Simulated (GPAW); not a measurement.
# Ballistic transport through a Nb chain with one O atom in line, from relaxation to T(E)

How well does a Nb chain with one O atom in line conduct once its atoms have relaxed, and how much do cheaper levels lose?

Calculated with GPAW 26.7.0; GPAW LCAO, PAW setups; relaxation of the junction within the symmetry of its start, lead ends held, in the first sound run; inputs show where later runs differ.

**1. Set-up**

The cell holds 17 atoms: 16 Nb and 1 O. Cell: a = 9.000 Å, b = 9.000 Å, c = 38.489 Å, α = 90.0°, β = 90.0°, γ = 90.0°. Regions: left lead, 8 atoms (8 Nb); channel, 1 atom (1 O); right lead, 8 atoms (8 Nb). Vacuum lies along a and b. The structure is stacked along c, and the current runs across the ab planes.

**2. Relaxation**

Transmission follows bond lengths closely, so the atoms between the held lead ends are relaxed first, within whatever symmetry the start has.

Input file run.py:

```python
import json
from ase import Atoms
from ase.constraints import FixAtoms
from ase.optimize import BFGS
from gpaw import GPAW, FermiDirac

device = Atoms(
    ['Nb', 'Nb', 'Nb', 'Nb', 'Nb', 'Nb', 'Nb', 'Nb', 'O', 'Nb', 'Nb', 'Nb', 'Nb', 'Nb', 'Nb', 'Nb', 'Nb'],
    positions=[
        [4.50000, 4.50000, 1.17500],
        [4.50000, 4.50000, 3.52500],
        [4.50000, 4.50000, 5.87500],
        [4.50000, 4.50000, 8.22500],
        [4.50000, 4.50000, 10.57500],
        [4.50000, 4.50000, 12.92500],
        [4.50000, 4.50000, 15.27500],
        [4.50000, 4.50000, 17.62500],
        [4.50000, 4.50000, 19.24440],
        [4.50000, 4.50000, 20.86380],
        [4.50000, 4.50000, 23.21380],
        [4.50000, 4.50000, 25.56380],
        [4.50000, 4.50000, 27.91380],
        [4.50000, 4.50000, 30.26380],
        [4.50000, 4.50000, 32.61380],
        [4.50000, 4.50000, 34.96380],
        [4.50000, 4.50000, 37.31380]],
    cell=[[9.0, 0.0, 0.0], [0.0, 9.0, 0.0], [0.0, 0.0, 38.4888]],
    pbc=True)

device.set_constraint(FixAtoms([0, 1, 2, 3, 4, 5, 6, 10, 11, 12, 13, 14, 15, 16]))
device.calc = GPAW(mode='lcao', basis='dzp', xc='PBE', h=0.18,
                   kpts={'size': (1, 1, 2), 'gamma': True},
                   symmetry={'tolerance': 1e-3, 'extra_ids': [1, 1, 1, 1, 1, 1, 1, 0, 0, 0, 1, 1, 1, 1, 1, 1, 1]},
                   occupations=FermiDirac(0.1), maxiter=250,
                   mixer=dict(beta=0.1, nmaxold=8, weight=100.0),
                   convergence=dict(density=0.0001), txt='relax.txt')
path = []
opt = BFGS(device, maxstep=0.15)
opt.attach(lambda: path.append((device.get_potential_energy(), device.positions.tolist(), device.get_forces().tolist())))
relaxed = bool(opt.run(fmax=0.05, steps=50))
json.dump(dict(relaxed=relaxed, path=path, positions=device.positions.tolist(), moments=device.get_magnetic_moments().tolist(),
               forces=device.get_forces(apply_constraint=False).tolist()), open('result.json', 'w'))
```

On the command line:

```
OMP_NUM_THREADS=1 OPENBLAS_NUM_THREADS=1 python run.py
```

The program printed:

```text
Step          Energy          fmax
BFGS:    0      -91.959695       14.772607
BFGS:    1      -94.965915        5.798394
BFGS:    2      -95.601664        0.768448
BFGS:    3      -95.612827        0.016062
```

Wall time 16 min (1 thread of Arm Neoverse V1, shared host); peak memory 2.1 GiB.

Relaxation path:

```
step  energy less that of the first step (eV)  largest force (eV/Å)
   1                                   0.0000               14.7726
   2                                  -3.0319                5.7984
   3                                  -3.6933                0.7684
   4                                  -3.7087                0.0161
```

The atoms that moved most (Å):

| atom | dx | dy | dz | length |
| --- | --- | --- | --- | --- |
| Nb8 | 0.000 | 0.000 | -0.262 | 0.262 |
| Nb10 | 0.000 | 0.000 | 0.262 | 0.262 |

The relaxation lowered the energy of the cell by 3.71 eV (energies extrapolated to zero smearing; the optimiser's log prints free energies). The largest force left on a free atom is 0.016 eV/Å.

**3. GPAW, dzp**

The script solves lead and junction separately, takes H and S in the orbital basis, and joins semi-infinite leads through their self-energies; the dzp basis is the working standard.

This step: GPAW LCAO, PAW setups; Landauer transmission from Green's functions with principal layers (ASE), zero bias (GPAW 26.7.0).

Input file run.py:

```python
import json
import numpy as np
from ase import Atoms
from ase.transport.calculators import TransportCalculator
from gpaw import GPAW, FermiDirac
from gpaw.lcao.tools import get_lcao_hamiltonian
from scipy.linalg import eigh

# The junction with lead layers at both ends, along the third cell vector
device = Atoms(
    ['Nb', 'Nb', 'Nb', 'Nb', 'Nb', 'Nb', 'Nb', 'Nb', 'O', 'Nb', 'Nb', 'Nb', 'Nb', 'Nb', 'Nb', 'Nb', 'Nb'],
    positions=[
        [4.50000, 4.50000, 1.17500],
        [4.50000, 4.50000, 3.52500],
        [4.50000, 4.50000, 5.87500],
        [4.50000, 4.50000, 8.22500],
        [4.50000, 4.50000, 10.57500],
        [4.50000, 4.50000, 12.92500],
        [4.50000, 4.50000, 15.27500],
        [4.50000, 4.50000, 17.36328],
        [4.50000, 4.50000, 19.24440],
        [4.50000, 4.50000, 21.12552],
        [4.50000, 4.50000, 23.21380],
        [4.50000, 4.50000, 25.56380],
        [4.50000, 4.50000, 27.91380],
        [4.50000, 4.50000, 30.26380],
        [4.50000, 4.50000, 32.61380],
        [4.50000, 4.50000, 34.96380],
        [4.50000, 4.50000, 37.31380]],
    cell=[[9.0, 0.0, 0.0], [0.0, 9.0, 0.0], [0.0, 0.0, 38.4888]],
    pbc=True)

# One principal layer of the lead: the first 5 atoms of the device
lead = Atoms(
    ['Nb', 'Nb', 'Nb', 'Nb', 'Nb'],
    positions=[
        [4.50000, 4.50000, 1.17500],
        [4.50000, 4.50000, 3.52500],
        [4.50000, 4.50000, 5.87500],
        [4.50000, 4.50000, 8.22500],
        [4.50000, 4.50000, 10.57500]],
    cell=[[9.0, 0.0, 0.0], [0.0, 9.0, 0.0], [0.0, 0.0, 11.75]],
    pbc=True)

settings = dict(mode='lcao', basis='dzp', xc='PBE', h=0.18,
                occupations=FermiDirac(0.1), maxiter=250,
                mixer=dict(beta=0.1, nmaxold=8, weight=100.0),
                convergence=dict(density=0.0001))
energies = np.arange(-2, 2 + 1e-9, 0.025)
eta = 0.0001
n1, n2 = 1, 1
# k and -k transmit alike, so half of the mesh across the current serves
mesh = [(i, j) for i in range(n1) for j in range(n2) if (i, j) <= (-i % n1, -j % n2)]
weights = np.array([1 if (i, j) == (-i % n1, -j % n2) else 2 for i, j in mesh]) / (n1 * n2)

# [... helper functions left out ...]
fermi_lead = ground_state(lead, (1, 1, 10), 'lead.txt')
fermi_device = ground_state(device, (1, 1, 2), 'device.txt')
# [... loop over the mesh left out, but for ...]
        # Shift the lead onto the potential of the device's first layer
        shift = ((H[:, 0, 0] - H0[:, 0, 0]) / S0[0, 0]).real.mean()
# [...]
kT = 8.617333e-5 * 300
bias = [0.1, 0.2, 0.5, 1.0, 1.5, 2.0]
# [... integrals and printing left out ...]
```

The program printed:

```text
basis functions: device 477, principal layer 145
Fermi level: lead -2.3978 eV, device -2.3994 eV; lead shifted by -0.0016 eV
largest coupling past the next layer 3.09e-07 eV, largest misfit of the first layer 0.086 eV
  E-E_F (eV)   T (one spin)  [channel counts left out]
    -2.000    1.6409e+00
    -1.975    1.6242e+00
    -1.950    1.6095e+00
    -1.925    1.5967e+00
    -1.900    1.5856e+00
    -1.875    1.5762e+00
    -1.850    1.5683e+00
    -1.825    1.5620e+00
    -1.800    1.5572e+00
    -1.775    1.5542e+00
    -1.750    1.5531e+00
    -1.725    1.5545e+00
    -1.700    1.5588e+00
    -1.675    1.5670e+00
    -1.650    1.5802e+00
    -1.625    1.6000e+00
[...]
1.825    4.5379e-01
     1.850    4.6316e-01
     1.875    4.7345e-01
     1.900    4.8550e-01
     1.925    4.9809e-01
     1.950    5.1122e-01
     1.975    5.2491e-01
     2.000    5.3915e-01
conductance at 300 K: 0.80754 G0 a cell; thermopower 5.839 uV/K
current from the zero-bias T(E) at 0.1 V: 6.2518 uA
current from the zero-bias T(E) at 0.2 V: 12.476 uA
current from the zero-bias T(E) at 0.5 V: 30.904 uA
current from the zero-bias T(E) at 1.0 V: 59.223 uA
current from the zero-bias T(E) at 1.5 V: 84.996 uA
current from the zero-bias T(E) at 2.0 V: 111.88 uA
```

The job ended after 7.5 min (1 thread; peak memory 2.3 GiB).

This step gave:

| Quantity | Value |
| --- | --- |
| conductance | 0.8075 G₀ |
| thermopower | 5.839 μV/K |
| largest coupling past the next principal layer | 3.09e-7 eV |
| largest misfit of the first principal layer | 0.08564 eV |
| shift that aligns the lead | -0.001631 eV |
| basis functions of the junction | 477 |
| basis functions of a principal layer | 145 |
| transmission at the Fermi level (one spin) | 0.8095 |

One spin. Table of transmission, zone mean by energy, zero at the Fermi level:

| energy (eV) | transmission, zone mean |
| --- | --- |
| -2.000 | 1.64 |
| -1.900 | 1.59 |
| -1.800 | 1.56 |
| -1.700 | 1.56 |
| -1.600 | 1.63 |
| -1.500 | 1.85 |
| -1.475 | 1.86 |
| -1.400 | 1.75 |
| -1.300 | 1.34 |
| -1.200 | 1.20 |
| -1.100 | 1.10 |
| -1.000 | 0.989 |
| -0.900 | 0.903 |
| -0.800 | 0.852 |
| -0.700 | 0.826 |
| -0.600 | 0.816 |
| -0.500 | 0.815 |
| -0.400 | 0.818 |
| -0.350 | 0.970 |
| -0.300 | 0.959 |
| -0.200 | 0.908 |
| -0.100 | 0.865 |
| 0.000 | 0.810 |
| 0.100 | 0.737 |
| 0.200 | 0.670 |
| 0.300 | 0.614 |
| 0.400 | 0.570 |
| 0.500 | 0.535 |
| 0.600 | 0.510 |
| 0.700 | 0.494 |
| 0.800 | 0.487 |
| 0.900 | 0.487 |
| 1.000 | 0.492 |
| 1.100 | 0.500 |
| 1.200 | 0.508 |
| 1.300 | 0.518 |
| 1.400 | 0.532 |
| 1.500 | 0.560 |
| 1.600 | 0.625 |
| 1.675 | 0.885 |
| 1.700 | 0.408 |
| 1.800 | 0.444 |
| 1.900 | 0.485 |
| 2.000 | 0.539 |

Not self-consistent under bias; the bias window is split evenly. Table of current through one cell, from the zero-bias transmission by bias:

```
bias (V)  current through one cell, from the zero-bias transmission (μA)
   0.100                                                            6.25
   0.200                                                            12.5
   0.500                                                            30.9
   1.000                                                            59.2
   1.500                                                            85.0
   2.000                                                             112
```

Transmission of the three most open eigenchannels against energy, zero at the Fermi level:

| energy (eV) | channel 1 | channel 2 | channel 3 |
| --- | --- | --- | --- |
| -2.000 | 0.681 | 0.681 | 0.280 |
| -1.900 | 0.632 | 0.632 | 0.322 |
| -1.800 | 0.588 | 0.588 | 0.380 |
| -1.700 | 0.544 | 0.544 | 0.471 |
| -1.600 | 0.638 | 0.495 | 0.495 |
| -1.500 | 0.967 | 0.443 | 0.443 |
| -1.400 | 0.963 | 0.392 | 0.392 |
| -1.300 | 0.641 | 0.345 | 0.345 |
| -1.200 | 0.573 | 0.306 | 0.306 |
| -1.100 | 0.533 | 0.277 | 0.277 |
| -1.000 | 0.463 | 0.256 | 0.256 |
| -0.900 | 0.402 | 0.242 | 0.242 |
| -0.800 | 0.363 | 0.236 | 0.236 |
| -0.700 | 0.339 | 0.234 | 0.234 |
| -0.600 | 0.324 | 0.236 | 0.236 |
| -0.500 | 0.314 | 0.239 | 0.239 |
| -0.400 | 0.308 | 0.242 | 0.242 |
| -0.300 | 0.302 | 0.243 | 0.243 |
| -0.200 | 0.295 | 0.239 | 0.239 |
| -0.100 | 0.283 | 0.229 | 0.229 |
| 0.000 | 0.268 | 0.215 | 0.215 |
| 0.100 | 0.252 | 0.198 | 0.198 |
| 0.200 | 0.236 | 0.180 | 0.180 |
| 0.300 | 0.223 | 0.163 | 0.163 |
| 0.400 | 0.213 | 0.148 | 0.148 |
| 0.500 | 0.205 | 0.135 | 0.135 |
| 0.600 | 0.200 | 0.126 | 0.126 |
| 0.700 | 0.197 | 0.119 | 0.119 |
| 0.800 | 0.195 | 0.115 | 0.115 |
| 0.900 | 0.194 | 0.112 | 0.112 |
| 1.000 | 0.195 | 0.111 | 0.111 |
| 1.100 | 0.196 | 0.109 | 0.109 |
| 1.200 | 0.198 | 0.107 | 0.107 |
| 1.300 | 0.201 | 0.105 | 0.104 |
| 1.400 | 0.205 | 0.120 | 0.102 |
| 1.500 | 0.210 | 0.136 | 0.104 |
| 1.600 | 0.216 | 0.156 | 0.124 |
| 1.700 | 0.223 | 0.180 | 0.00268 |
| 1.800 | 0.231 | 0.210 | 0.00196 |
| 1.900 | 0.249 | 0.236 | 3.4e-6 |
| 2.000 | 0.294 | 0.245 | 3.1e-6 |

Couplings past the next layer reach 3.1e-7 eV, small enough to drop; the matrix elements of the cell's first layer differ from the bulk lead's by up to 0.086 eV. That layer keeps its own values in the calculation, and only beyond it is the lead taken as perfect. The Fermi levels of lead and junction count from different zeros of potential, one for each periodic cell; with both set to zero, the small remaining shift is what aligns them. By hand: G = 0.8075 × 77.48 μS = 62.6 μS, a resistance of 16.0 kΩ; at 0.1 V a linear junction would pass 6.26 μA, and the integral over the bias window gives 6.25 μA. Mott's formula, S = -(π²/3)(k_B²T/e) d ln T/dE, has the prefactor 7.33 μV/K·eV at 300 K; T = 0.8257 at -0.025 eV and 0.7922 at 0.025 eV give a slope of -0.827 per eV and S = 6.06 μV/K, beside 5.84 μV/K from the thermal integral, which interpolates the same grid.

**4. GPAW, szp: basis = "szp(dzp)"**

The second zeta is dropped, the polarisation orbitals stay.

run.py, as its differences from that of step 3:

```diff
@@ -44,3 +44,3 @@
 
-settings = dict(mode='lcao', basis='dzp', xc='PBE', h=0.18,
+settings = dict(mode='lcao', basis='szp(dzp)', xc='PBE', h=0.18,
                 occupations=FermiDirac(0.1), maxiter=250,
```

The program printed:

```text
basis functions: device 265, principal layer 80
Fermi level: lead -2.5969 eV, device -2.6501 eV; lead shifted by 0.0004 eV
largest coupling past the next layer 3.02e-07 eV, largest misfit of the first layer 0.073 eV
  E-E_F (eV)   T (one spin)  [channel counts left out]
    -2.000    1.9526e+00
    -1.975    1.9310e+00
    -1.950    1.9107e+00
    -1.925    1.8918e+00
    -1.900    1.8741e+00
    -1.875    1.8577e+00
    -1.850    1.8424e+00
    -1.825    1.8283e+00
    -1.800    1.8150e+00
    -1.775    1.8025e+00
    -1.750    1.7907e+00
    -1.725    1.7795e+00
    -1.700    1.7689e+00
    -1.675    1.7588e+00
    -1.650    1.7493e+00
    -1.625    1.7406e+00
[...]
1.825    7.4202e-01
     1.850    7.9011e-01
     1.875    8.7271e-01
     1.900    1.0962e+00
     1.925    3.6021e-01
     1.950    3.6659e-01
     1.975    3.7352e-01
     2.000    3.8075e-01
conductance at 300 K: 0.93791 G0 a cell; thermopower 5.696 uV/K
current from the zero-bias T(E) at 0.1 V: 7.2624 uA
current from the zero-bias T(E) at 0.2 V: 14.5 uA
current from the zero-bias T(E) at 0.5 V: 36.011 uA
current from the zero-bias T(E) at 1.0 V: 69.654 uA
current from the zero-bias T(E) at 1.5 V: 101.26 uA
current from the zero-bias T(E) at 2.0 V: 135.51 uA
```

The job ended after 4.5 min (1 thread; peak memory 2.2 GiB).

This step gave:

```yaml
conductance: 0.9379 G₀
thermopower: 5.696 μV/K
largest_coupling_past_the_next_principal_layer: 3.02e-7 eV
largest_misfit_of_the_first_principal_layer: 0.07333 eV
shift_that_aligns_the_lead: 3.58e-4 eV
basis_functions_of_the_junction: 265
basis_functions_of_a_principal_layer: 80
transmission_at_the_fermi_level_one_spin: 0.9397
```

One spin. Table of transmission, zone mean by energy, zero at the Fermi level:

| energy (eV) | transmission, zone mean |
| --- | --- |
| -2.000 | 1.95 |
| -1.900 | 1.87 |
| -1.800 | 1.81 |
| -1.700 | 1.77 |
| -1.600 | 1.73 |
| -1.500 | 1.72 |
| -1.400 | 1.77 |
| -1.300 | 2.03 |
| -1.200 | 1.73 |
| -1.100 | 1.53 |
| -1.000 | 1.36 |
| -0.900 | 1.24 |
| -0.800 | 1.15 |
| -0.700 | 1.08 |
| -0.600 | 1.03 |
| -0.500 | 1.00 |
| -0.400 | 0.981 |
| -0.350 | 1.22 |
| -0.300 | 1.13 |
| -0.200 | 1.06 |
| -0.100 | 1.00 |
| 0.000 | 0.940 |
| 0.100 | 0.859 |
| 0.200 | 0.783 |
| 0.300 | 0.717 |
| 0.400 | 0.661 |
| 0.500 | 0.617 |
| 0.600 | 0.583 |
| 0.700 | 0.560 |
| 0.800 | 0.546 |
| 0.900 | 0.540 |
| 1.000 | 0.540 |
| 1.100 | 0.544 |
| 1.200 | 0.550 |
| 1.300 | 0.556 |
| 1.400 | 0.564 |
| 1.500 | 0.575 |
| 1.600 | 0.595 |
| 1.700 | 0.633 |
| 1.800 | 0.710 |
| 1.900 | 1.10 |
| 2.000 | 0.381 |

Not self-consistent under bias; the bias window is split evenly. Current through one cell, from the zero-bias transmission against bias:

```csv
bias (V),"current through one cell, from the zero-bias transmission (μA)"
0.100,7.26
0.200,14.5
0.500,36.0
1.000,69.7
1.500,101
2.000,136
```

Transmission of the three most open eigenchannels against energy, zero at the Fermi level:

```
energy (eV)  channel 1  channel 2  channel 3
     -2.000      0.848      0.848      0.256
     -1.800      0.747      0.747      0.321
     -1.600      0.651      0.651      0.430
     -1.400      0.694      0.538      0.538
     -1.200      0.862      0.433      0.433
     -1.000      0.619      0.364      0.364
     -0.800      0.470      0.333      0.333
     -0.600      0.363      0.327      0.327
     -0.400      0.326      0.326      0.308
     -0.200      0.313      0.313      0.292
      0.000      0.280      0.280      0.277
      0.200      0.246      0.237      0.237
      0.400      0.214      0.199      0.199
      0.600      0.193      0.173      0.173
      0.800      0.185      0.159      0.159
      1.000      0.184      0.153      0.153
      1.200      0.189      0.149      0.149
      1.400      0.198      0.146      0.146
      1.600      0.210      0.147      0.147
      1.800      0.227      0.188      0.188
      2.000      0.251      0.129     2.8e-6
```

The conductance, 0.938 G₀, lies 16 % above that of the dzp run.

**5. Minimal basis**

One function for each valence shell of the setup, as for a first survey of a large system.

run.py, as its differences from that of step 4:

```diff
@@ -44,3 +44,3 @@
 
-settings = dict(mode='lcao', basis='szp(dzp)', xc='PBE', h=0.18,
+settings = dict(mode='lcao', basis='sz(dzp)', xc='PBE', h=0.18,
                 occupations=FermiDirac(0.1), maxiter=250,
```

The program printed:

```text
basis functions: device 212, principal layer 65
Fermi level: lead -2.6645 eV, device -2.7246 eV; lead shifted by -0.0018 eV
largest coupling past the next layer 2.94e-07 eV, largest misfit of the first layer 0.052 eV
  E-E_F (eV)   T (one spin)  [channel counts left out]
    -2.000    1.9746e+00
    -1.975    1.9538e+00
    -1.950    1.9339e+00
[...]
1.975    8.2629e-01
     2.000    8.9124e-01
conductance at 300 K: 0.97383 G0 a cell; thermopower 5.11 uV/K
current from the zero-bias T(E) at 0.1 V: 7.5408 uA
current from the zero-bias T(E) at 0.2 V: 15.057 uA
current from the zero-bias T(E) at 0.5 V: 37.388 uA
current from the zero-bias T(E) at 1.0 V: 72.441 uA
current from the zero-bias T(E) at 1.5 V: 105.45 uA
current from the zero-bias T(E) at 2.0 V: 140.78 uA
```

Run time: 3.3 min. Hardware: 1 thread; peak memory 2.1 GiB.

This step gave:

```yaml
conductance: 0.9738 G₀
largest_coupling_past_the_next_principal_layer: 2.94e-7 eV
largest_misfit_of_the_first_principal_layer: 0.05180 eV
shift_that_aligns_the_lead: -0.001832 eV
basis_functions_of_the_junction: 212
basis_functions_of_a_principal_layer: 65
transmission_at_the_fermi_level_one_spin: 0.9756
```

One spin. Transmission, zone mean against energy, zero at the Fermi level:

| energy (eV) | transmission, zone mean |
| --- | --- |
| -2.000 | 1.97 |
| -1.800 | 1.84 |
| -1.600 | 1.74 |
| -1.400 | 1.72 |
| -1.275 | 1.94 |
| -1.200 | 1.74 |
| -1.000 | 1.39 |
| -0.800 | 1.19 |
| -0.600 | 1.08 |
| -0.400 | 1.02 |
| -0.350 | 1.24 |
| -0.200 | 1.09 |
| 0.000 | 0.976 |
| 0.200 | 0.826 |
| 0.400 | 0.700 |
| 0.600 | 0.614 |
| 0.800 | 0.571 |
| 1.000 | 0.561 |
| 1.200 | 0.570 |
| 1.400 | 0.585 |
| 1.600 | 0.607 |
| 1.800 | 0.657 |
| 2.000 | 0.891 |

The conductance, 0.974 G₀, lies 21 % above that of the dzp run.

(Continued in part 2 of 2.)

[Logs are printed without paths, hosts, clocks, repeated set-up lines and the standing remarks that a program may print on its own settings, such as how far it seeks lower states.]

[Hosts, paths, dates, database ids (printed as entryN), source tags and the programs' standing remarks are cut or masked in the printed files.]
